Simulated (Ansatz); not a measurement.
Crystal: Sb.

```
CELL_PARAMETERS angstrom
2.15420 1.24373 3.75800
-2.15420 1.24373 3.75800
0.00000 -2.48746 3.75800
ATOMIC_POSITIONS crystal
Sb 0.76651 0.76651 0.76651
Sb 0.23349 0.23349 0.23349
```

Program: Ansatz 0.2.0. Alike in all runs: potentials or basis all-electron LAPW, scalar-relativistic; no spin polarisation; cell as given.

Question: Order these runs on this cell by their pressure, lowest first.
A. level PBE; k mesh 3 × 3 × 3; cutoff (eV) 212; smearing fermi-dirac 0.03 eV; basis error allowed 0.002 eV/atom; mesh quality coarse
B. level BLYP; k mesh 8 × 8 × 8; cutoff (eV) 230; smearing fermi-dirac 0.05 eV; basis error allowed 0.001 eV/atom; mesh quality not flagged
C. level PBEsol; k mesh 8 × 8 × 8; cutoff (eV) 230; smearing fermi-dirac 0.05 eV; basis error allowed 0.001 eV/atom; mesh quality not flagged

Answer: C (0.0 GPa), A (3.5 GPa), B (6.9 GPa).

Caveats: some runs use coarse meshes.

Not every run made on this cell is shown here.
